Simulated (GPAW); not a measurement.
**CrSi15C16 (SiC32 Cr1): moments or none**

Wanted: the moments of CrSi15C16 (SiC32 Cr1) and the energy gained by spin polarisation.

Calculated with GPAW 26.7.0; PBE; plane waves with GPAW's PAW setups, scalar-relativistic.

## 1. Starting point

It takes space group P-42m (No. 111, tetragonal). The conventional cell has a = 8.720 Å, b = 8.720 Å, c = 4.360 Å, α = 90.00°, β = 90.00°, γ = 90.00°. Nearest to Cr lie 4 C at 1.89 Å. Nearest to C lie 1 Cr at 1.89 Å and 3 Si at 1.89 Å. Si has 4 C at 1.89 Å nearest. Nearest to C lie 4 Si at 1.89 Å. Nearest to C lie 4 Si at 1.89 Å. substitutional dopants on the host's lattice, its constants typed without a cited source, atoms not relaxed. Farther neighbours are not listed.

The cell is a made-up one and need not be a known phase.

## 2. Order 1, typed as ferro +

Parallel moments need no larger cell; this start tests for a ferromagnetic state only.

Input file order1.py:

```python
import json
import numpy as np
from ase import Atoms
from ase.parallel import paropen, parprint
from gpaw import GPAW

atoms = Atoms(['Cr', 'C', 'Si', 'C', 'Si', 'C', 'Si', 'C', 'Si', 'C', 'Si', 'C', 'Si', 'C', 'Si', 'C', 'Si', 'C', 'Si', 'C', 'Si', 'C', 'Si', 'C', 'Si', 'C', 'Si', 'C', 'Si', 'C', 'Si', 'C'],
    cell=[[8.72, 0.0, 0.0],
         [0.0, 8.72, 0.0],
         [0.0, 0.0, 4.36]],
    scaled_positions=[[0.0, 0.0, 0.0],
         [0.125, 0.125, 0.25],
         [0.0, 0.25, 0.5],
         [0.125, 0.375, 0.75],
         [0.25, 0.0, 0.5],
         [0.375, 0.125, 0.75],
         [0.25, 0.25, 0.0],
         [0.375, 0.375, 0.25],
         [0.0, 0.5, 0.0],
         [0.125, 0.625, 0.25],
         [0.0, 0.75, 0.5],
         [0.125, 0.875, 0.75],
         [0.25, 0.5, 0.5],
         [0.375, 0.625, 0.75],
         [0.25, 0.75, 0.0],
         [0.375, 0.875, 0.25],
         [0.5, 0.0, 0.0],
         [0.625, 0.125, 0.25],
         [0.5, 0.25, 0.5],
         [0.625, 0.375, 0.75],
         [0.75, 0.0, 0.5],
         [0.875, 0.125, 0.75],
         [0.75, 0.25, 0.0],
         [0.875, 0.375, 0.25],
         [0.5, 0.5, 0.0],
         [0.625, 0.625, 0.25],
         [0.5, 0.75, 0.5],
         [0.625, 0.875, 0.75],
         [0.75, 0.5, 0.5],
         [0.875, 0.625, 0.75],
         [0.75, 0.75, 0.0],
         [0.875, 0.875, 0.25]],
    pbc=True,
    magmoms=[3.0, 0.0, 0.0, 0.0, 0.0, 0.0, 0.0, 0.0, 0.0, 0.0, 0.0, 0.0, 0.0, 0.0, 0.0, 0.0, 0.0, 0.0, 0.0, 0.0, 0.0, 0.0, 0.0, 0.0, 0.0, 0.0, 0.0, 0.0, 0.0, 0.0, 0.0, 0.0])
atoms.calc = GPAW(mode={'name': 'pw', 'ecut': 600},
    xc='PBE',
    kpts={'size': (3, 3, 6), 'gamma': True},
    occupations={'name': 'fermi-dirac', 'width': 0.05},
    convergence={'density': 1e-05, 'energy': 1e-05},
    maxiter=200,
    mixer={'name': 'pulay', 'beta': 0.05, 'nmaxold': 6, 'weight': 50},
    symmetry={'tolerance': 1e-4},
    txt='order1.txt')
e = atoms.get_potential_energy(force_consistent=True)
res = {'free_energy': e, 'energy_sigma0': atoms.get_potential_energy(), 'fermi_energy': atoms.calc.get_fermi_level()}
res['moments'] = atoms.get_magnetic_moments().tolist()
res['total'] = atoms.get_magnetic_moment()
parprint('site moments (muB):', np.round(res['moments'], 3))
parprint(f"total moment: {res['total']:.3f} muB")
parprint(f'free energy: {e:.6f} eV')
atoms.calc.write('order1.gpw')
with paropen('results.json', 'w') as f:
    json.dump(res, f)
```

On the command line:

```sh
$ OMP_NUM_THREADS=1 mpirun -n 4 gpaw python order1.py > order1.log
```

Numbers of over 12 decimals in the logs are rounded to 6 here.

Log:

```text
site moments (muB): [ 1.766e+00 -2.000e-02  2.100e-02  0.000e+00  2.100e-02  0.000e+00
  1.100e-02 -0.000e+00  2.000e-03  0.000e+00  2.100e-02 -2.000e-02
  1.000e-03 -0.000e+00  1.100e-02  0.000e+00  2.000e-03  0.000e+00
  1.000e-03 -0.000e+00  2.100e-02 -2.000e-02  1.100e-02  0.000e+00
  1.000e-03 -0.000e+00  1.000e-03  0.000e+00  1.000e-03  0.000e+00
  1.100e-02 -2.000e-02]
total moment: 1.999 muB
free energy: -240.833068 eV

--- order1.txt ---
Input parameters:
  mode=PW(ecut=600),
  convergence={'density': 1e-05, 'energy': 1e-05},
  kpts=MonkhorstPack(size=(3, 3, 6), gamma=True),
  maxiter=200,
  mixer=Pulay(name='pulay', nmaxold=6, beta=0.05, weight=50, sigma=0.015, g_ss=None),
  occupations=Occupations(name='fermi-dirac', width=0.05),
  symmetry=Symmetry(tolerance=0.0001),
  xc=XC(name='PBE')

Diagonalizing LCAO Hamiltonian
Converting LCAO to pw mode
      .--------------------.
     /|                    |
    / | C         C        |
   /  |     C          C   |
  /  SC      C SC       C  |
 *    .--Si--------Si------.
 |Si / C CSi Si  C  Ci    /
 |  /      C         C   /
 | /C Si      SC Si     /
 |/     Si        Si   /
 Cr--------Si---------*

Atoms  # Å, Bohr magnetons
|    | symbol |        x |        y |        z |    initial magnetic moments |
|----|--------|----------|----------|----------|-----------------------------|
|  0 |     Cr | 0.000000 | 0.000000 | 0.000000 | ( 0.0000,  0.0000,  3.0000) |
|  1 |      C | 1.090000 | 1.090000 | 1.090000 | ( 0.0000,  0.0000,  0.0000) |
|  2 |     Si | 0.000000 | 2.180000 | 2.180000 | ( 0.0000,  0.0000,  0.0000) |
|  3 |      C | 1.090000 | 3.270000 | 3.270000 | ( 0.0000,  0.0000,  0.0000) |
|  4 |     Si | 2.180000 | 0.000000 | 2.180000 | ( 0.0000,  0.0000,  0.0000) |
|  5 |      C | 3.270000 | 1.090000 | 3.270000 | ( 0.0000,  0.0000,  0.0000) |
|  6 |     Si | 2.180000 | 2.180000 | 0.000000 | ( 0.0000,  0.0000,  0.0000) |
|  7 |      C | 3.270000 | 3.270000 | 1.090000 | ( 0.0000,  0.0000,  0.0000) |
|  8 |     Si | 0.000000 | 4.360000 | 0.000000 | ( 0.0000,  0.0000,  0.0000) |
|  9 |      C | 1.090000 | 5.450000 | 1.090000 | ( 0.0000,  0.0000,  0.0000) |
| 10 |     Si | 0.000000 | 6.540000 | 2.180000 | ( 0.0000,  0.0000,  0.0000) |
| 11 |      C | 1.090000 | 7.630000 | 3.270000 | ( 0.0000,  0.0000,  0.0000) |
| 12 |     Si | 2.180000 | 4.360000 | 2.180000 | ( 0.0000,  0.0000,  0.0000) |
| 13 |      C | 3.270000 | 5.450000 | 3.270000 | ( 0.0000,  0.0000,  0.0000) |
| 14 |     Si | 2.180000 | 6.540000 | 0.000000 | ( 0.0000,  0.0000,  0.0000) |
| 15 |      C | 3.270000 | 7.630000 | 1.090000 | ( 0.0000,  0.0000,  0.0000) |
| 16 |     Si | 4.360000 | 0.000000 | 0.000000 | ( 0.0000,  0.0000,  0.0000) |
| 17 |      C | 5.450000 | 1.090000 | 1.090000 | ( 0.0000,  0.0000,  0.0000) |
| 18 |     Si | 4.360000 | 2.180000 | 2.180000 | ( 0.0000,  0.0000,  0.0000) |
| 19 |      C | 5.450000 | 3.270000 | 3.270000 | ( 0.0000,  0.0000,  0.0000) |
| 20 |     Si | 6.540000 | 0.000000 | 2.180000 | ( 0.0000,  0.0000,  0.0000) |
| 21 |      C | 7.630000 | 1.090000 | 3.270000 | ( 0.0000,  0.0000,  0.0000) |
| 22 |     Si | 6.540000 | 2.180000 | 0.000000 | ( 0.0000,  0.0000,  0.0000) |
| 23 |      C | 7.630000 | 3.270000 | 1.090000 | ( 0.0000,  0.0000,  0.0000) |
| 24 |     Si | 4.360000 | 4.360000 | 0.000000 | ( 0.0000,  0.0000,  0.0000) |
| 25 |      C | 5.450000 | 5.450000 | 1.090000 | ( 0.0000,  0.0000,  0.0000) |
| 26 |     Si | 4.360000 | 6.540000 | 2.180000 | ( 0.0000,  0.0000,  0.0000) |
| 27 |      C | 5.450000 | 7.630000 | 3.270000 | ( 0.0000,  0.0000,  0.0000) |
| 28 |     Si | 6.540000 | 4.360000 | 2.180000 | ( 0.0000,  0.0000,  0.0000) |
| 29 |      C | 7.630000 | 5.450000 | 3.270000 | ( 0.0000,  0.0000,  0.0000) |
| 30 |     Si | 6.540000 | 6.540000 | 0.000000 | ( 0.0000,  0.0000,  0.0000) |
| 31 |      C | 7.630000 | 7.630000 | 1.090000 | ( 0.0000,  0.0000,  0.0000) |

Unit cell  # Å
| periodic |        x |        y |        z |  lengths |    angles |
|----------|----------|----------|----------|----------|-----------|
|      yes | 8.720000 | 0.000000 | 0.000000 | 8.720000 | 90.000000 |
|      yes | 0.000000 | 8.720000 | 0.000000 | 8.720000 | 90.000000 |
|      yes | 0.000000 | 0.000000 | 4.360000 | 4.360000 | 90.000000 |

Number of symmetries: 8

BZ-sampling:
  Number of BZ points: 54
  Number of IBZ points: 12

  Monkhorst-Pack size: [3, 3, 6]
  Monkhorst-Pack shift: [0.0, 0.0, 0.083333]

K-points  # in reciprocal-cell coordinates
|     |                                coordinates |     weight |
|-----|--------------------------------------------|------------|
|   0 | (  0.00000000,   0.00000000,   0.00000000) | 0.01851852 |
|   1 | (  0.00000000,   0.00000000,   0.16666667) | 0.03703704 |
|   2 | (  0.00000000,   0.00000000,   0.33333333) | 0.03703704 |
|   3 | (  0.00000000,   0.00000000,   0.50000000) | 0.01851852 |
|   4 | (  0.33333333,   0.00000000,   0.00000000) | 0.07407407 |
|   5 | (  0.33333333,   0.00000000,   0.16666667) | 0.14814815 |
|   6 | (  0.33333333,   0.00000000,   0.33333333) | 0.14814815 |
|   7 | (  0.33333333,   0.00000000,   0.50000000) | 0.07407407 |
|   8 | (  0.33333333,   0.33333333,   0.00000000) | 0.07407407 |
|   9 | (  0.33333333,   0.33333333,   0.16666667) | 0.14814815 |
| ... |                                            |            |
|  11 | (  0.33333333,   0.33333333,   0.50000000) | 0.07407407 |

Plane wave coefficients: 11108
Cutoff: 600.0 eV

Spin-components: 2 (collinear spins)
Bands:           84
Projectors:      161
Spin-degeneracy: 1
Datatype:        complex128

Parallelization:
  kpt:    4
  domain: 1
  band:   1

Density:
  Valence electrons: 130.0
  Components: 2
  Grid points: [50 50 25]
  Charge: 0.0  # |e|

Potential:
  Grid points: [50 50 25]

species:
  Cr:
    name:    Chromium
    Z:       24.0
    valence: 6
    core:    18
    charge:  0.0  # [|e|]
    compensation charges:
      type: gauss
      rc: 0.35  # [Å]
      lmax: 2
    cutoffs:
      filter: 2.14  # [Å]
      core: 3.04  # [Å]
    projectors
    | kind |    occ | energy [eV] | rcut [Å] |
    |------|--------|-------------|----------|
    |   4s |  1.000 |      -4.007 |    1.164 |
    |   4p |  0.000 |      -0.989 |    1.217 |
    |   3d |  5.000 |      -2.913 |    1.111 |
    |    s |        |      23.205 |    1.164 |
    |    p |        |      26.223 |    1.217 |
    |    d |        |      24.299 |    1.111 |

    Using partial waves for Cr as LCAO basis

  C:
    name:    Carbon
    Z:       6.0
    valence: 4
    core:    2
    charge:  0.0  # [|e|]
    compensation charges:
      type: gauss
      rc: 0.20  # [Å]
      lmax: 2
    cutoffs:
      filter: 1.14  # [Å]
      core: 1.14  # [Å]
    projectors
    | kind |    occ | energy [eV] | rcut [Å] |
    |------|--------|-------------|----------|
    |   2s |  2.000 |     -13.751 |    0.635 |
    |   2p |  2.000 |      -5.284 |    0.635 |
    |    s |        |      13.461 |    0.635 |
    |    p |        |      21.927 |    0.635 |
    |    d |        |       0.000 |    0.635 |

    Using partial waves for C as LCAO basis

  Si:
    name:    Silicon
    Z:       14.0
    valence: 4
    core:    10
    charge:  0.0  # [|e|]
    compensation charges:
      type: gauss
      rc: 0.33  # [Å]
      lmax: 2
    cutoffs:
      filter: 1.86  # [Å]
      core: 2.06  # [Å]
    projectors
    | kind |    occ | energy [eV] | rcut [Å] |
    |------|--------|-------------|----------|
    |   3s |  2.000 |     -10.812 |    1.058 |
    |   3p |  2.000 |      -4.081 |    1.058 |
    |    s |        |      16.399 |    1.058 |
    |    p |        |      23.130 |    1.058 |
    |    d |        |       0.000 |    1.058 |

    Using partial waves for Si as LCAO basis

Reference energy: -163319.591051  # eV

eigensolver:
  PPCG
  Converge bands: occupied
  niter=2

density mixing:
  Pulay-Mixer
  Linear mixing parameters: 0.05
  Old densities: 6
  Fourier metric: weight=50, sigma=0.015

occupation numbers:
  Fermi-Dirac:
    width: 0.0500  # eV

poisson solver:
  ecut: 4800.0  # eV

xc functional:
  name: PBE with 2 nearest neighbor stencil

convergence criteria:
- Maximum integral of absolute [dens]ity change: 1e-05 electrons / valence electron
- Maximum [total energy] change in last 3 cyles: 1e-05 eV / valence electron
- Maximum integral of absolute [eigenst]ate change: 4e-08 eV^2 / valence electron
maximum number of iterations: 200

SCF iterations
|iter     |      energy | eigst |  dens |  magmom |
|---------|-------------|-------|-------|---------|
|iter:   1|       0s | -265.900713 | +0.26 |       |  +2.9857|
|iter:   2|      13s | -260.392406 | -1.44 | -0.57 |  +2.9364|
|iter:   3|      25s | -241.277442 | +0.04 | -0.60 |  +2.4818|
|iter:   4|      37s | -240.836809 | -1.61 | -1.13 |  +2.4974|
|iter:   5|      49s | -240.597294 | -1.59 | -1.16 |  +2.4585|
|iter:   6|      61s | -240.767625 | -2.04 | -1.21 |  +2.2546|
|iter:   7|      73s | -240.884938 | -2.16 | -1.45 |  +2.0634|
|iter:   8|      85s | -240.861937 | -2.92 | -1.88 |  +2.0469|
|iter:   9|      97s | -240.829475 | -3.05 | -2.02 |  +2.0260|
|iter:  10|     109s | -240.829402 | -3.82 | -2.25 |  +2.0192|
[... 11 iterations left out ...]
|iter:  22|     255s | -240.832510c| -7.40c| -4.03 |  +1.9993|
|iter:  23|     261s | -240.832511c| -7.74c| -4.22 |  +1.9992|
|iter:  24|     267s | -240.832512c| -7.85c| -4.32 |  +1.9992|
|iter:  25|     279s | -240.832512c| -7.30 | -4.37 |  +1.9991|
|iter:  26|     285s | -240.832512c| -8.22c| -4.55 |  +1.9991|
|iter:  27|     291s | -240.832513c| -7.52c| -4.57 |  +1.9992|
|iter:  28|     297s | -240.832513c| -7.71c| -4.70 |  +1.9992|
|iter:  29|     303s | -240.832512c| -8.26c| -4.71 |  +1.9992|
|iter:  30|     309s | -240.832512c| -8.20c| -4.81 |  +1.9992|
|iter:  31|     316s | -240.832512c| -8.57c| -5.14c|  +1.9992|

Converged in 31 steps
Energy contributions relative to reference atoms: (reference = -163319.591051)

Energy contributions:
  Kinetic:         252.569182
  Coulomb:        -216.964288
  Zero:             -0.001066
  External:          0.000000
  Xc:             -276.435783
  Entropy:          -0.001112
  Spinorbit:         0.000000
  ----------------------------
  Free energy:    -240.833068
  Extrapolated:   -240.832512

dipole moment: (-77.874967, -77.874967, -76.580127)  # |e|*Ang

Total magnetic moment: (0.000000, 0.000000, 1.999206)

Local magnetic moments
|        x |        y |         z |
|----------|----------|-----------|
| 0.000000 | 0.000000 |  1.766403 |  # Cr   0
| 0.000000 | 0.000000 | -0.019595 |  # C    1
| 0.000000 | 0.000000 |  0.020762 |  # Si   2
| 0.000000 | 0.000000 |  0.000227 |  # C    3
| 0.000000 | 0.000000 |  0.020762 |  # Si   4
| 0.000000 | 0.000000 |  0.000227 |  # C    5
| 0.000000 | 0.000000 |  0.011329 |  # Si   6
| 0.000000 | 0.000000 | -0.000132 |  # C    7
| 0.000000 | 0.000000 |  0.001614 |  # Si   8
| 0.000000 | 0.000000 |  0.000227 |  # C    9
| 0.000000 | 0.000000 |  0.020762 |  # Si  10
| 0.000000 | 0.000000 | -0.019595 |  # C   11
| 0.000000 | 0.000000 |  0.001106 |  # Si  12
| 0.000000 | 0.000000 | -0.000132 |  # C   13
| 0.000000 | 0.000000 |  0.011329 |  # Si  14
| 0.000000 | 0.000000 |  0.000227 |  # C   15
[...]
| 0.000000 | 0.000000 |  0.011329 |  # Si  22
| 0.000000 | 0.000000 |  0.000227 |  # C   23
| 0.000000 | 0.000000 |  0.001303 |  # Si  24
| 0.000000 | 0.000000 | -0.000132 |  # C   25
| 0.000000 | 0.000000 |  0.001106 |  # Si  26
| 0.000000 | 0.000000 |  0.000227 |  # C   27
| 0.000000 | 0.000000 |  0.001106 |  # Si  28
| 0.000000 | 0.000000 |  0.000227 |  # C   29
| 0.000000 | 0.000000 |  0.011329 |  # Si  30
| 0.000000 | 0.000000 | -0.019595 |  # C   31

Fermi level: 9.367
Eigenvalues  # (at kpt = [0.000, 0.000, 0.000])
| band index |      eig [eV] | occ [0-1] |      eig [eV] | occ [0-1] |
|------------|---------------|-----------|---------------|-----------|
|          0 |        -7.089 |     1.000 |        -7.081 |     1.000 |
|        ... |               |           |               |           |
|         57 |         6.805 |     1.000 |         6.901 |     1.000 |
|         58 |         6.921 |     1.000 |         7.022 |     1.000 |
|         59 |         6.921 |     1.000 |         7.046 |     1.000 |
|         60 |         7.017 |     1.000 |         7.046 |     1.000 |
|         61 |         7.808 |     1.000 |         7.892 |     1.000 |
|         62 |         7.922 |     1.000 |         7.965 |     1.000 |
|         63 |         7.922 |     1.000 |         7.965 |     1.000 |
|         64 |         8.585 |     1.000 |         9.606 |     0.008 |
|         65 |         8.734 |     1.000 |         9.620 |     0.006 |
|         66 |         9.519 |     0.046 |         9.620 |     0.006 |
|         67 |         9.562 |     0.020 |        10.614 |     0.000 |
|         68 |         9.562 |     0.020 |        10.615 |     0.000 |
|         69 |        10.914 |     0.000 |        11.358 |     0.000 |
|         70 |        11.402 |     0.000 |        11.856 |     0.000 |
|         71 |        11.402 |     0.000 |        11.856 |     0.000 |
|         72 |        12.247 |     0.000 |        12.282 |     0.000 |
|        ... |               |           |               |           |
|         83 |        14.344 |     0.000 |        14.393 |     0.000 |

Gap: 0.359 eV
Transition (v -> c):
  (s=0, k=7, n=65, [0.33, 0.00, 0.50]) -> (s=0, k=0, n=66, [0.00, 0.00, 0.00])
Direct/indirect transitions are different
Direct gap: 0.785 eV
Transition at: (s=0, k=0, n=65, [0.00, 0.00, 0.00])
```

Wall time 5.6 min (4 MPI ranks of Arm Neoverse V2, shared host); peak memory 1.9 GiB.

Spin moment in the augmentation sphere by element, in μB:

| element | atoms | mean | spread (r.m.s.) | least | largest |
| --- | --- | --- | --- | --- | --- |
| Cr | 1 | 1.77 | 0.00 | 1.77 | 1.77 |
| C | 16 | 0.00 | 0.01 | -0.02 | 0.00 |
| Si | 15 | 0.01 | 0.01 | 0.00 | 0.02 |

The atoms farthest from the mean of their element:

| atom | x, y, z (Å) | spin moment in the augmentation sphere (μB) |
| --- | --- | --- |
| C2 | 1.09, 1.09, 1.09 | -0.02 |
| C12 | 1.09, 7.63, 3.27 | -0.02 |
| C32 | 7.63, 7.63, 1.09 | -0.02 |
| C22 | 7.63, 1.09, 3.27 | -0.02 |
| Si11 | 0.00, 6.54, 2.18 | 0.02 |
| Si21 | 6.54, 0.00, 2.18 | 0.02 |
| Si5 | 2.18, 0.00, 2.18 | 0.02 |
| Si3 | 0.00, 2.18, 2.18 | 0.02 |

This step gave:

| Quantity | Value |
| --- | --- |
| magnetization | 1.999 μB |
| final state | ferromagnetic |

After 31 cycles the largest moment stands at 1.77 μB.

(Continued in part 2 of 2.)

[Logs and program files are shortened in this print: banners, set-up blocks, solver, clock and traceback lines can be left out without a mark of their own.]

[Logs are printed without paths, hosts, clocks, repeated set-up lines and the standing remarks that a program may print on its own settings, such as how far it seeks lower states.]

[Hosts, paths, dates, database ids (printed as entryN), source tags and the programs' standing remarks are cut or masked in the printed files.]

[Where a cell is said to come from a database of computed structures, the database is the Materials Project.]
